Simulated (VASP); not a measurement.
# C3H4 in VASP: a series of runs

One molecule, C3H4, is run at these levels: PBE+D3(BJ), r2SCAN+rVV10; tasks: vibrations by finite differences, single point.

Everything below comes from runs of VASP 6.6.1. Logs are shortened: lines on timing, memory, paths and dates and some standing lists are left out, and cuts for length are marked.

**1. The structure**

The cell holds a molecule in a box, 7 atoms: a = 14.193 Å, b = 14.693 Å, c = 15.193 Å, α = 90.00°, β = 90.00°, γ = 90.00°.

**2. Vibrations by finite differences, PBE+D3(BJ)**

File INCAR:

```
PREC = Accurate ; ENCUT = 400
EDIFF = 1E-7 ; ISMEAR = 0
SIGMA = 0.01 ; LREAL = False
LASPH = True ; NELM = 100
ALGO = Normal ; ISIF = 2
LWAVE = False ; LCHARG = False
GGA = PE ; IVDW = 12
NBANDS = 17 ; IBRION = 5
NFREE = 2 ; POTIM = 0.015
NSW = 1 ; ISYM = 0
```

File KPOINTS:

```
regular mesh
0
Gamma
  1 1 1
```

File POSCAR:

```
H4C3                                    
1.0
   14.1932882215      0.0000000000      0.0000000000
    0.0000000000     14.6932882215      0.0000000000
    0.0000000000      0.0000000000     15.1932882215
  C               H             
     3     4
Selective dynamics
Direct
0.4283722568000030  0.5003021098000033  0.5888092642999965  T T T
0.4797024680509985  0.5024928116834171  0.5251943961518177  T T T
0.5412551166375914  0.5051765132198800  0.4488610420483469  T T T
0.3830355647904786  0.4983833092839396  0.6450084992641895  T T T
0.5417121895066972  0.5733550684305678  0.4188136608371473  T T T
0.5181423883288152  0.4563259683520507  0.3983415548913434  T T T
0.6142235348573188  0.4880677899752340  0.4670002067671631  T T T
```

Potentials or basis: VASP PAW PBE potentials, release 64 (C, H).

On the command line:

```bash
> cat potpaw_PBE.64/C/POTCAR potpaw_PBE.64/H/POTCAR > POTCAR
> mpirun -np 4 vasp_gam > vasp.out
```

OUTCAR:

```text
PREC = Accurate
   ENCUT = 400
   EDIFF = 1E-7
   ISMEAR = 0
   LREAL = False
   LASPH = True
   NELM = 100
   ISIF = 2
   GGA = PE
   IVDW = 12
   IBRION = 5
   NFREE = 2
   POTIM = 0.015
   NSW = 1
   ISYM = 0
 IVDW          = 12

 ion  position               nearest neighbor table
   1  0.428  0.500  0.589-   4 1.07   2 1.21
   2  0.480  0.502  0.525-   1 1.21   3 1.45
   3  0.541  0.505  0.449-   7 1.10   6 1.10   5 1.10   2 1.45
   4  0.383  0.498  0.645-   1 1.07
   5  0.542  0.573  0.419-   3 1.10
   6  0.518  0.456  0.398-   3 1.10
   7  0.614  0.488  0.467-   3 1.10

IMPORTANT INFORMATION: All symmetrisations will be switched off!
NOSYMM: (Re-)initialisation of all symmetry stuff for point group C_1.

----------------------------------------------------------------------------------------

                                     Primitive cell

  volume of cell :    3168.5006

  direct lattice vectors                    reciprocal lattice vectors
    14.193288221  0.000000000  0.000000000     0.070455837  0.000000000  0.000000000
     0.000000000 14.693288221  0.000000000     0.000000000  0.068058285  0.000000000
     0.000000000  0.000000000 15.193288221     0.000000000  0.000000000  0.065818537

  length of vectors
    14.193288221 14.693288221 15.193288221     0.070455837  0.068058285  0.065818537

  position of ions in fractional coordinates (direct lattice)
     0.428372257  0.500302110  0.588809264
     0.479702468  0.502492812  0.525194396
     0.541255117  0.505176513  0.448861042
     0.383035565  0.498383309  0.645008499
     0.541712190  0.573355068  0.418813661
     0.518142388  0.456325968  0.398341555
     0.614223535  0.488067790  0.467000207

  ion indices of the primitive-cell ions
   primitive index   ion index
                 1           1
                 2           2
                 3           3
                 4           4
                 5           5
                 6           6
                 7           7

----------------------------------------------------------------------------------------

 KPOINTS: regular mesh

Automatic generation of k-mesh.
 Grid dimensions read from file:
 generate k-points for:    1    1    1
[... 74 lines left out ...]
  energy-cutoff  :      400.00
  volume of cell :     3168.50
 maximum number of plane-waves:     28781
 NGX is ok and might be reduce to    96
   NGX = 47   NGY = 47   NGZ = 49

--------------------------------------- Ionic step        1  -------------------------------------------

 number of electron      16.0000004 magnetization

 Free energy of the ion-electron system (eV)
  ---------------------------------------------------
  ext. energy  EPLUGINS =         0.00000000
  ---------------------------------------------------
  free energy    TOTEN  =       -39.82810913 eV

  energy without entropy =      -39.82810913  energy(sigma->0) =      -39.82810913

------------------------ aborting loop because EDIFF is reached ----------------------------------------

 Edisp (eV)   -0.09120

 E8    (eV) :    -0.0265
[... 120 lines left out ...]
  FREE ENERGIE OF THE ION-ELECTRON SYSTEM (eV)
  ---------------------------------------------------
  free  energy   TOTEN  =       -39.9131870307 eV

  energy  without entropy=      -39.9131870307  energy(sigma->0) =      -39.91318703

[... ionic steps 4 to 40 ...]

--------------------------------------- Ionic step       41  -------------------------------------------

 number of electron      16.0000005 magnetization

------------------------ aborting loop because EDIFF is reached ----------------------------------------
[... 85 lines left out ...]
--------------------------------------- Ionic step       43  -------------------------------------------

 number of electron      16.0000003 magnetization

 Free energy of the ion-electron system (eV)
  ---------------------------------------------------
  ext. energy  EPLUGINS =         0.00000000
  ---------------------------------------------------
  free energy    TOTEN  =       -39.82740672 eV

  energy without entropy =      -39.82740672  energy(sigma->0) =      -39.82740672

 E-fermi :  -6.3162     XC(G=0):  -0.3775

 val. band max:       -6.4097191764   @ k =   0.0000   0.0000   0.0000
 cond. band min:      -0.4728586302   @ k =   0.0000   0.0000   0.0000
 fundamental gap:      5.9368605462
 Fermi energy:        -6.3162352632

 k-point     1 :       0.0000    0.0000    0.0000
  band No.  band energies     occupation
      1     -19.2540      2.00000
      2     -17.1973      2.00000
      3     -12.8606      2.00000
      4     -11.0653      2.00000
      5     -10.4858      2.00000
      6     -10.4694      2.00000
[... 50 lines left out ...]
  FREE ENERGIE OF THE ION-ELECTRON SYSTEM (eV)
  ---------------------------------------------------
  free  energy   TOTEN  =       -39.9185716230 eV

  energy  without entropy=      -39.9185716230  energy(sigma->0) =      -39.91857162

 SECOND DERIVATIVES (NOT SYMMETRIZED)
 ------------------------------------
               1X          1Y          1Z          2X          2Y          2Z          3X          3Y          3Z          4X          4Y          4Z          5X          5Y          5Z          6X          6Y          6Z          7X          7Y          7Z
  1X   -53.056662   -2.176427   65.419335   37.883585    1.562190  -46.804087    0.029467    0.020598   -0.655163   15.152329    0.589857  -17.857878    0.019092   -0.148422   -0.051926    0.107081    0.134236   -0.019909   -0.134892    0.017968   -0.030373
  1Y    -2.173869   -3.879672    2.883009    1.558747    2.691638   -2.064733    0.022400   -0.462830   -0.030949    0.589170    1.733607   -0.782482   -0.076347    0.000635    0.067656    0.083534   -0.020560   -0.032407   -0.003635   -0.062818   -0.040094
  1Z    65.465080    2.887558  -90.590407  -46.836289   -2.070526   64.729453   -0.657247   -0.028476    0.406583  -17.870386   -0.783845   25.400369   -0.083770    0.161708   -0.032579   -0.106004   -0.103155   -0.098383    0.088616   -0.063263    0.184964
  2X    37.885828    1.560188  -46.807004  -53.080193   -1.998870   59.690849   13.512849    0.349590  -10.264260   -0.193035   -0.009590    0.286602    0.323378    0.387610   -0.341167   -0.497017   -0.433785    0.231752    2.048191    0.144857   -2.796773
  2Y     1.561238    2.690682   -2.067458   -1.997675   -8.198452    2.647874    0.347121    5.799253   -0.460797   -0.009269    0.020956    0.012479    1.888205   -0.273120   -2.260116   -1.487547   -0.172581    1.461492   -0.302073    0.133262    0.666525
  2Z   -46.839324   -2.067734   64.734289   59.730940    2.651551  -87.346566  -10.269802   -0.463691   19.416626    0.284499    0.012783   -0.354986   -1.011976   -0.298932    1.654331   -1.571123   -0.019041    2.374159   -0.323214    0.185065   -0.477853
  3X     0.032631    0.022728   -0.659460   13.512421    0.347935  -10.260267  -48.499367    0.036003   -0.346134   -0.388704    0.007419   -0.214693    3.815518   -0.203177    0.080961    6.210407    5.080244    5.313780   25.317095   -5.291152    6.085814
  3Y     0.020847   -0.460924   -0.028229    0.349526    5.803334   -0.462906    0.016015  -48.722266   -0.008025    0.006817   -0.549851   -0.008895   -0.091759   24.417767   -9.106432    5.007853   14.403419   11.119461   -5.309298    5.108522   -1.504973
  3Z    -0.657103   -0.030750    0.408652  -10.270831   -0.461762   19.412108   -0.329179   -0.029547  -48.250708   -0.214270   -0.009672   -0.266765    0.031477   -8.940327    7.759172    5.188437   11.012865   15.349497    6.251470   -1.540807    5.588044
  4X    15.154469    0.590418  -17.857353   -0.194336   -0.008914    0.284822   -0.390355    0.007195   -0.214123  -14.566200   -0.589829   17.785349    0.007601   -0.003699   -0.028564    0.039333    0.013050   -0.055680   -0.050512   -0.008221    0.085549
  4Y     0.589279    1.734438   -0.782223   -0.009101    0.021922    0.012242    0.007580   -0.551826   -0.009950   -0.588237   -1.202932    0.780219   -0.079259    0.008964    0.092753    0.065927    0.002112   -0.062480    0.013810   -0.012677   -0.030562
  4Z   -17.872406   -0.784034   25.400333    0.287099    0.012373   -0.360553   -0.214518   -0.009253   -0.268674   17.798669    0.781457  -24.762608    0.005118   -0.005500   -0.021162    0.034672    0.011291   -0.045757   -0.038634   -0.006334    0.058422
  5X     0.019694   -0.076040   -0.085443    0.321088    1.888135   -1.010806    3.813394   -0.091746    0.031343    0.007043   -0.079411    0.005173   -4.208168    0.052864    0.350360    0.097450    0.866073   -0.383520   -0.050502   -2.559875    1.092893
  5Y    -0.148579   -0.002512    0.161797    0.388352   -0.275501   -0.299734   -0.203269   24.412029   -8.960262   -0.004023    0.005857   -0.005687    0.052519  -26.480162   10.035250   -0.083017    1.734085   -0.768336   -0.001984    0.606204   -0.163028
  5Z    -0.053253    0.067211   -0.032029   -0.340210   -2.260797    1.649405    0.081294   -9.085911    7.759065   -0.028483    0.092415   -0.019979    0.350517   10.016852   -8.856319   -0.043012    1.862960   -0.887114    0.033147   -0.692729    0.386970
  6X     0.107422    0.083764   -0.107596   -0.499386   -1.487494   -1.569920    6.208523    5.002189    5.181297    0.038600    0.065596    0.034644    0.097346   -0.083156   -0.043045   -6.767306   -5.461590   -5.346948    0.814801    1.880691    1.851568
  6Y     0.134399   -0.020309   -0.103062   -0.434357   -0.170925   -0.018446    5.085282   14.402315   11.010298    0.012666    0.002395    0.011581    0.866290    1.737771    1.863736   -5.466769  -15.527378  -12.185985   -0.197511   -0.423868   -0.578121
  6Z    -0.020731   -0.031985   -0.097792    0.232045    1.462492    2.371287    5.320670   11.120372   15.350423   -0.055598   -0.062141   -0.044106   -0.383536   -0.767416   -0.886855   -5.353305  -12.188815  -17.249029    0.260456    0.467494    0.556071
  7X    -0.131995   -0.002906    0.086610    2.048157   -0.302178   -0.321373   25.316272   -5.323083    6.267076   -0.049475    0.014024   -0.038893   -0.049051   -0.000876    0.032925    0.816370   -0.197790    0.259602  -27.950279    5.812809   -6.285947
  7Y     0.018433   -0.063049   -0.063462    0.145353    0.134112    0.184466   -5.275804    5.106553   -1.541061   -0.008232   -0.012701   -0.006518   -2.559692    0.609196   -0.692574    1.881037   -0.424182    0.466786    5.798905   -5.349929    1.652362
  7Z    -0.031581   -0.040300    0.186899   -2.795980    0.666146   -0.480382    6.069343   -1.505621    5.589718    0.085437   -0.030611    0.061391    1.092764   -0.162787    0.388729    1.851315   -0.578692    0.556969   -6.271299    1.651865   -6.303324

 Eigenvectors and eigenvalues of the dynamical matrix
 ----------------------------------------------------

   1 f  =  102.051777 THz   641.210225 2PiTHz 3404.080859 cm-1   422.052046 meV
             X         Y         Z           dx          dy          dz
      6.080011  7.351083  8.945949    -0.218347   -0.009594    0.289758
      6.808555  7.383272  7.979430     0.060766    0.002687   -0.080629
      7.682190  7.422704  6.819675    -0.002141   -0.000094    0.002865
      5.436534  7.322890  9.799800     0.557318    0.024475   -0.739466
      7.688677  8.424471  6.363157    -0.000463   -0.003327    0.002083
      7.354144  6.704929  6.052118     0.000633    0.002324    0.003103
      8.717852  7.171321  7.095269    -0.003921    0.000809   -0.000333
[... 191 lines left out ...]
  21 f/i=    0.485883 THz     3.052894 2PiTHz   16.207318 cm-1     2.009450 meV
             X         Y         Z           dx          dy          dz
      6.080011  7.351083  8.945949    -0.248108   -0.167329   -0.297728
      6.808555  7.383272  7.979430     0.053365    0.047928   -0.063346
      7.682190  7.422704  6.819675     0.411246    0.313447    0.215152
      5.436534  7.322890  9.799800    -0.149557   -0.103566   -0.146527
      7.688677  8.424471  6.363157     0.373433    0.194403    0.293643
      7.354144  6.704929  6.052118     0.025058    0.338610   -0.130061
      8.717852  7.171321  7.095269     0.041711   -0.198055    0.088206
```

Run time: 17 min. Hardware: 4 MPI ranks of AMD EPYC 9R45 (Zen 5), shared host; peak memory 0.55 GiB.

Results:

- Highest phonon frequency at Γ, LO-TO splitting left out: 3404 cm⁻¹
- Dispersion energy per atom: -0.013 eV

Phonon frequencies in cm⁻¹ (negative: imaginary):
```
              q point                                                                             frequencies
(0.000, 0.000, 0.000)  -16 -8 -1 3 8 22 331 331 615 620 940 1013 1014 1360 1426 1426 2167 2969 3029 3031 3404
```

Caveat: the cutoff is under 1.25 times the usual one of these potentials, so pressure, stress and relaxed cells hold a basis-set (Pulay) error; some modes are imaginary; the standard files for N, O and F lose accuracy on very short bonds.

**3. Single point, r2SCAN+rVV10**

File INCAR:

```
PREC = Accurate ; ENCUT = 400
EDIFF = 1E-6 ; ISMEAR = 0
SIGMA = 0.01 ; LREAL = False
LASPH = True ; NELM = 100
ALGO = Normal ; ISIF = 2
LWAVE = False ; LCHARG = False
METAGGA = R2SCAN ; LMIXTAU = True
LUSE_VDW = True ; IVDW_NL = 2
BPARAM = 11.95 ; CPARAM = 0.0093
NBANDS = 17 ; ISYM = 0
```

KPOINTS is that of step 2.

File POSCAR:

```
H4C3                                    
1.0
   14.1932882215      0.0000000000      0.0000000000
    0.0000000000     14.6932882215      0.0000000000
    0.0000000000      0.0000000000     15.1932882215
  C               H             
     3     4
Selective dynamics
Direct
     0.4283722568000030    0.5003021098000033    0.5888092642999965   F   F   F
     0.4797024680509985    0.5024928116834171    0.5251943961518177   T   T   T
     0.5412551166375914    0.5051765132198800    0.4488610420483469   T   T   T
     0.3830355647904786    0.4983833092839396    0.6450084992641895   T   T   T
     0.5417121895066972    0.5733550684305678    0.4188136608371473   T   T   T
     0.5181423883288152    0.4563259683520507    0.3983415548913434   T   T   T
     0.6142235348573188    0.4880677899752340    0.4670002067671631   T   T   T
```

Potentials or basis: VASP PAW PBE potentials, release 64 (C, H).

On the command line:

```bash
> cat potpaw_PBE.64/C/POTCAR potpaw_PBE.64/H/POTCAR > POTCAR
> mpirun -np 4 vasp_gam > vasp.out
```

OUTCAR:

```text
PREC = Accurate
   ENCUT = 400
   EDIFF = 1E-6
   ISMEAR = 0
   LREAL = False
   LASPH = True
   NELM = 100
   ISIF = 2
   METAGGA = R2SCAN
   IVDW_NL = 2
   BPARAM = 11.95
   ISYM = 0

 ion  position               nearest neighbor table
   1  0.428  0.500  0.589-   4 1.07   2 1.21
   2  0.480  0.502  0.525-   1 1.21   3 1.45
   3  0.541  0.505  0.449-   7 1.10   6 1.10   5 1.10   2 1.45
   4  0.383  0.498  0.645-   1 1.07
   5  0.542  0.573  0.419-   3 1.10
[... 173 lines left out ...]
  -------------------------------------------------------------------------------------
  Total       -1.3584825     -0.9423629     -1.6812439     -0.0179610      0.0239416      0.5609401
  in kB       -0.6869274     -0.4765132     -0.8501342     -0.0090821      0.0121063      0.2836438
  external PRESSURE =      -0.6711916 kB  Pullay stress =       0.0000000 kB

 VOLUME and BASIS-vectors are now :
 -----------------------------------------------------------------------------
  energy-cutoff  :      400.00
  volume of cell :     3168.50
      direct lattice vectors                 reciprocal lattice vectors
    14.193288221  0.000000000  0.000000000     0.070455837  0.000000000  0.000000000
     0.000000000 14.693288221  0.000000000     0.000000000  0.068058285  0.000000000
     0.000000000  0.000000000 15.193288221     0.000000000  0.000000000  0.065818537

 POSITION                                       TOTAL-FORCE (eV/Angst)
 -----------------------------------------------------------------------------------
      6.08001      7.35108      8.94595         0.316799      0.013473     -0.420652
      6.80856      7.38327      7.97943        -0.359278     -0.015376      0.474999
      7.68219      7.42270      6.81968         0.067692      0.004538     -0.094445
      5.43653      7.32289      9.79980         0.150430      0.006024     -0.199182
      7.68868      8.42447      6.36316        -0.012337     -0.201155      0.107191
      7.35414      6.70493      6.05212         0.053238      0.143301      0.170350
      8.71785      7.17132      7.09527        -0.216545      0.049196     -0.038261
 -----------------------------------------------------------------------------------
    total drift:                               -0.000275      0.001168      0.001867

  FREE ENERGIE OF THE ION-ELECTRON SYSTEM (eV)
  ---------------------------------------------------
  free  energy   TOTEN  =       -41.3839310201 eV

  energy  without entropy=      -41.3839310201  energy(sigma->0) =      -41.38393102
```

stdout:

```text
POSCAR found type information on POSCAR C H
 POSCAR found :  2 types and       7 ions
 scaLAPACK will be used
 -----------------------------------------------------------------------------
|                                                                             |
|                                                                             |
[... 43 lines left out ...]
Total rVV10 correction in eV:      0.6426215    16.1388862
Total rVV10 correction in eV:      0.6480104    16.1502215
Total rVV10 correction in eV:      0.6524555    16.1508582
Total rVV10 correction in eV:      0.6556244    16.1518183
Total rVV10 correction in eV:      0.6562406    16.1514296
Total rVV10 correction in eV:      0.6567541    16.1521226
[... 27 lines left out ...]
Total rVV10 correction in eV:      0.6577637    16.1388769
Total rVV10 correction in eV:      0.6577634    16.1389025
```

Run time: 9.1 min. Hardware: 4 MPI ranks of AMD EPYC 9R45 (Zen 5), shared host; peak memory 1.4 GiB.

Results:

| Quantity | Value |
| --- | --- |
| Free energy | -41.3839 eV |
| Largest force | 0.596 eV/Å |
| Gap between the frontier levels | 6.56 eV |

Forces in eV/Å, atoms in the order of the input:
```
C    0.317  0.013 -0.421
C   -0.359 -0.015  0.475
C    0.068  0.005 -0.094
H    0.150  0.006 -0.199
H   -0.012 -0.201  0.107
H    0.053  0.143  0.170
H   -0.217  0.049 -0.038
```

Caveat: the cutoff is under 1.25 times the usual one of these potentials, so pressure, stress and relaxed cells hold a basis-set (Pulay) error; the standard files for N, O and F lose accuracy on very short bonds; the PAW data sets were made with another functional, which shifts forces and pressure a little. r2SCAN opens gaps a little over a GGA but as a rule still falls short of measured ones.
